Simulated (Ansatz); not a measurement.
Abridged Ansatz (a quantum-chemistry and plane-wave program) output:

```
Relaxation: its limit of steps is 60 (relax.max_steps)
Pseudopotential: Cs, paw, valence charge 9
Pseudopotential: Pb, paw, valence charge 14
Pseudopotential: I, paw, valence charge 17
Crystal: 5 atoms, lattice volume = 224.058 Å³
Basis set: ecut = 420 eV, 4385 PW (Γ), exchange–correlation on 90×90×90 points (8 copies of the dense FFT grid, shifted against one another)
Bands: 45, of which v1, the nominal top of the filled ones, is band 37 counted from 1 (36 counted from 0)
Symmetry: 48 space group operations
k-points: 20 of 216
Functional: x = pbesol(κ = 0.804, μ = 0.12345679012345678), c = pbesol(β = 0.046)
SCF iter   1: F=—  HF=-39642.357374 eV  |F-HF|=—  |Δ(HF+E_count)|=         —  Δρ=1.76e-3  dr2=9.14e-3  ethr=1.77e-3  ⟨swp⟩=11.2  Hψ=4582  notcnv=0  defer=5
SCF iter   2: F=—  HF=-39642.354701 eV  |F-HF|=—  |Δ(HF+E_count)|=   2.67e-3  Δρ=1.10e-3  dr2=2.62e-3  ethr=1.24e-5  ⟨swp⟩=2.1  Hψ=1642  notcnv=0  defer=18
SCF 1 converged in 6 iterations: F = -39642.354898 eV  dr2 = 7.94e-8
relax step   1: F+E_penalty+E_count = -39642.35489841 eV  Δ(F+E_penalty+E_count) = +0.000e0 eV  max|allowed force component| = 5.559e-29 eV/Å  Δτ_max = 0.0000 Å  P = +1.800 GPa  Ω = 224.058 Å³  (6 SCF iters, dr2 threshold 1.00e-7 eV, accepted)
[... steps on the carried basis left out ...]
relax step   5: F+E_penalty+E_count = -39642.04531038 eV  Δ(F+E_penalty+E_count) = +1.651e-3 eV  max|allowed force component| = 7.126e-30 eV/Å  Δτ_max = 0.0000 Å  P = +4.199 GPa  Ω = 207.053 Å³  stress off target by 1.20e-3 GPa  SCF on the basis re-selected at this cell (its energy is not comparable with the rows above)  (6 SCF iters)
SCF converged after 6 iterations
Free energy (F): -39642.045310 eV
Internal energy: -39642.045252 eV  (E = F + TS)
E sigma→0 (E₀):  -39642.045281 eV
Entropy (-TS):   -0.000058 eV (-0.012 meV/atom)
Fermi energy:    7.206762 eV
--- Forces (eV/Å), atoms counted from 1 ---
  atom   1  Cs    -0.00000000     0.00000000     0.00000000
  atom   2  Pb     0.00000000     0.00000000     0.00000000
  atom   3  I      0.00000000     0.00000000    -0.00000000
  atom   4  I      0.00000000     0.00000000    -0.00000000
  atom   5  I      0.00000000     0.00000000    -0.00000000
--- Stress (GPa, compression-positive) ---
        4.198802      -0.000000      -0.000000
       -0.000000       4.198802       0.000000
       -0.000000       0.000000       4.198802
  P = ⅓ Tr σ = 4.1988 GPa (41.988 kbar)
--- Relaxed structure (4 steps of the walk, 4 accepted, 1 SCFs on fresh bases) ---
  cell:  # Å, volume = 207.0532 Å³
    - [5.915988125416256, 5.777789833161707e-34, -2.5679065925163146e-33]
    - [6.419766481290786e-35, 5.915988125416256, -6.419766481290786e-35]
    - [-1.7975346147614202e-33, 0.0, 5.915988125416256]
  atoms:
    - { symbol: Cs, position: [-3.567301540734773e-35, 2.5103233064509028e-36, -4.8885243336245295e-36] }
    - { symbol: Pb, position: [0.5, 0.5, 0.5] }
    - { symbol: I, position: [7.927336758579168e-36, 0.5, 0.5] }
    - { symbol: I, position: [0.5, 0.5, 3.963668377765242e-37] }
    - { symbol: I, position: [0.5, -1.7308018586766097e-35, 0.5] }
```

Question: What was computed, and what are the main results?

Answer: CsPbI3, 5 atoms in the cell, with PBEsol (Ansatz), spin-orbit coupling left out, from a series relaxed to a target (pressure 4.2 GPa). The last SCF converged to F = -39642.045310 eV, or -7928.4091 eV per atom, at a pressure of 4.20 GPa. The total energy compares only with runs of the same code, potentials and settings.

Spin-orbit coupling, missing from the scalar runs, can matter with I and Pb. Load acts through the strain it causes; cell and atoms are relaxed under it. No phonon test of stability was made. The cell was made from CsPbI₃ in the cubic perovskite structure (space group Pm-3m, No. 221) by this change: pressure 4.2 GPa. Many cubic perovskites are stable only at high temperature; tilts and polar distortions were not tested. This is not the structure that CsPbI3 has at room temperature and ambient pressure.

Keys are those of Ansatz 0.2.
